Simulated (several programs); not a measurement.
# Te (P3_121) from semi-empirical methods to plane-wave DFT

Te (P3_121) from a database structure, relaxed with r2SCAN+rVV10 in Ansatz, was computed with several methods. Space group P3_121 (No. 152), trigonal; conventional cell a = 4.471 Å, c = 5.949 Å, 34.33 Å³ an atom. Te is surrounded by 2 Te at 2.85 Å. The values are computed, spin-unpolarised, and not measurements.

```
Te
1.0
     4.47126    0.00000    0.00000
    -2.23563    3.87222    0.00000
     0.00000    0.00000    5.94875
Te
3
Direct
  0.26419 0.00000 0.33333
  0.00000 0.26419 0.66667
  0.73581 0.73581 0.00000
```

Gaps and times are for a single point on this cell; volume and bulk modulus come from each method's own relaxation or energy curve at fixed shape, which is too stiff where a cell has free coordinates or axes. Times are rough, from shared hosts (Arm Neoverse N1; Arm Neoverse V2; Intel Xeon 6975P-C), and each method has its own mesh and cell size. A double dagger marks a value from a curve with shape and coordinates held. PM6 (MOPAC), PM7 (MOPAC), GFN1-xTB (tblite) treat a cluster of cells at its zone centre, which samples few k points: where these miss a band edge, the gap comes out too large for that reason alone. Gaps from k meshes are read at a limited set of points (mesh, symmetry points, PBE's band edges), so each method's own least gap may be somewhat smaller. Force fields have no electrons; where one was fitted to this phase, its volume and modulus reflect the fit. xTB and the PM methods were fitted mostly to molecules, and can miss a solid's gap by electronvolts. Minimal bases can be far off for gaps. Times of the plane-wave ladder aren't listed, since it ran on unlike processors and cards. Curves at held shape can't give the bulk modulus of a layered or molecular crystal, so none is listed. GLLB-SC's gap includes the derivative discontinuity. G0W0 is at finite bands, cutoff and mesh. d marks a direct gap, i an indirect one (no mark: not told apart), a dash a value that wasn't computed or didn't pass its checks.

```json
{"method": "PBE-D3(BJ)", "kind": "semilocal", "gap (eV)": "–", "own volume (Å³/atom)": "32.24", "bulk modulus (GPa)": "–", "atoms computed": "3", "processor time": "–"}
{"method": "r2SCAN+rVV10", "kind": "semilocal", "gap (eV)": "–", "own volume (Å³/atom)": "34.33", "bulk modulus (GPa)": "–", "atoms computed": "3", "processor time": "–"}
{"method": "PBE-D4", "kind": "semilocal", "gap (eV)": "–", "own volume (Å³/atom)": "32.15", "bulk modulus (GPa)": "–", "atoms computed": "3", "processor time": "–"}
{"method": "CdTeZnSeHgS0.sw (LAMMPS)", "kind": "force field", "gap (eV)": "–", "own volume (Å³/atom)": "38.51", "bulk modulus (GPa)": "–", "atoms computed": "3", "processor time": "0.14 s"}
{"method": "CdTe.bop.table (LAMMPS)", "kind": "force field", "gap (eV)": "–", "own volume (Å³/atom)": "33.79", "bulk modulus (GPa)": "–", "atoms computed": "3", "processor time": "0.14 s"}
{"method": "CdTeSe.bop.table (LAMMPS)", "kind": "force field", "gap (eV)": "–", "own volume (Å³/atom)": "33.79", "bulk modulus (GPa)": "–", "atoms computed": "3", "processor time": "0.16 s"}
{"method": "light PBE (260 eV and a coarse mesh)", "kind": "light plane-wave", "gap (eV)": "0.15 i", "own volume (Å³/atom)": "–", "bulk modulus (GPa)": "–", "atoms computed": "3", "processor time": "1.2 s"}
{"method": "PM7 (MOPAC)", "kind": "semi-empirical", "gap (eV)": "6.28", "own volume (Å³/atom)": "–", "bulk modulus (GPa)": "–", "atoms computed": "cluster", "processor time": "1.7 s"}
{"method": "GFN1-xTB (tblite)", "kind": "tight binding", "gap (eV)": "1.03", "own volume (Å³/atom)": "–", "bulk modulus (GPa)": "–", "atoms computed": "cluster", "processor time": "2.3 s"}
{"method": "PM6 (MOPAC)", "kind": "semi-empirical", "gap (eV)": "3.09", "own volume (Å³/atom)": "–", "bulk modulus (GPa)": "–", "atoms computed": "cluster", "processor time": "2.5 s"}
{"method": "PBE", "kind": "semilocal", "gap (eV)": "0.15 i", "own volume (Å³/atom)": "–", "bulk modulus (GPa)": "–", "atoms computed": "3", "processor time": "–"}
{"method": "PBE/SZV (CP2K)", "kind": "small basis", "gap (eV)": "0.18 i", "own volume (Å³/atom)": "–", "bulk modulus (GPa)": "–", "atoms computed": "3", "processor time": "5.3 s"}
{"method": "r2SCAN", "kind": "semilocal", "gap (eV)": "0.33 i", "own volume (Å³/atom)": "–", "bulk modulus (GPa)": "–", "atoms computed": "3", "processor time": "–"}
{"method": "PBE/single zeta (GPAW)", "kind": "small basis", "gap (eV)": "0.01", "own volume (Å³/atom)": "–", "bulk modulus (GPa)": "–", "atoms computed": "3", "processor time": "8.4 s"}
{"method": "PBE/DZVP (CP2K)", "kind": "small basis", "gap (eV)": "0.14 i", "own volume (Å³/atom)": "36.10‡", "bulk modulus (GPa)": "–", "atoms computed": "3", "processor time": "12 s"}
{"method": "LDA", "kind": "semilocal", "gap (eV)": "0.09 i", "own volume (Å³/atom)": "–", "bulk modulus (GPa)": "–", "atoms computed": "3", "processor time": "–"}
{"method": "GLLB-SC (GPAW)", "kind": "model potential", "gap (eV)": "0.38", "own volume (Å³/atom)": "–", "bulk modulus (GPa)": "–", "atoms computed": "3", "processor time": "31 s"}
{"method": "PBE+SOC", "kind": "semilocal", "gap (eV)": "overlap 0.01", "own volume (Å³/atom)": "–", "bulk modulus (GPa)": "–", "atoms computed": "3", "processor time": "–"}
{"method": "G0W0@PBE0 (220 eV screening cutoff)", "kind": "many-body", "gap (eV)": "0.80", "own volume (Å³/atom)": "–", "bulk modulus (GPa)": "–", "atoms computed": "3", "processor time": "–"}
{"method": "G0W0@HSE06 (220 eV screening cutoff)", "kind": "many-body", "gap (eV)": "0.65", "own volume (Å³/atom)": "–", "bulk modulus (GPa)": "–", "atoms computed": "3", "processor time": "–"}
{"method": "G0W0@PBE (300 eV screening cutoff)", "kind": "many-body", "gap (eV)": "0.44", "own volume (Å³/atom)": "–", "bulk modulus (GPa)": "–", "atoms computed": "3", "processor time": "–"}
{"method": "HSE06", "kind": "hybrid", "gap (eV)": "0.60 i", "own volume (Å³/atom)": "–", "bulk modulus (GPa)": "–", "atoms computed": "3", "processor time": "–"}
{"method": "r2SCANh", "kind": "hybrid", "gap (eV)": "0.68 i", "own volume (Å³/atom)": "–", "bulk modulus (GPa)": "–", "atoms computed": "3", "processor time": "–"}
{"method": "r2SCAN0", "kind": "hybrid", "gap (eV)": "1.26 i", "own volume (Å³/atom)": "–", "bulk modulus (GPa)": "–", "atoms computed": "3", "processor time": "–"}
{"method": "PBE0", "kind": "hybrid", "gap (eV)": "1.14 i", "own volume (Å³/atom)": "–", "bulk modulus (GPa)": "–", "atoms computed": "3", "processor time": "–"}
{"method": "DDH-PBE0", "kind": "hybrid", "gap (eV)": "0.24 i", "own volume (Å³/atom)": "–", "bulk modulus (GPa)": "–", "atoms computed": "3", "processor time": "–"}
{"method": "HSE06+SOC", "kind": "hybrid", "gap (eV)": "0.37 d", "own volume (Å³/atom)": "–", "bulk modulus (GPa)": "–", "atoms computed": "3", "processor time": "–"}
{"method": "G0W0@r2SCAN (140 eV screening cutoff)", "kind": "many-body", "gap (eV)": "0.50", "own volume (Å³/atom)": "–", "bulk modulus (GPa)": "–", "atoms computed": "3", "processor time": "–"}
{"method": "G0W0@LDA (140 eV screening cutoff)", "kind": "many-body", "gap (eV)": "0.36", "own volume (Å³/atom)": "–", "bulk modulus (GPa)": "–", "atoms computed": "3", "processor time": "–"}
```

Against HSE06 (0.60 eV) and with closed or daggered gaps left aside, the nearest gap at the points sampled is that of G0W0@HSE06 (220 eV screening cutoff) (+0.05 eV) and the farthest that of PM7 (MOPAC) (+5.68 eV). HSE06 is only a yardstick of convenience, and nearness to it can be luck.

Runs without a result: GFN2-xTB (tblite) (single point).

Only the rows marked +SOC include spin-orbit coupling.
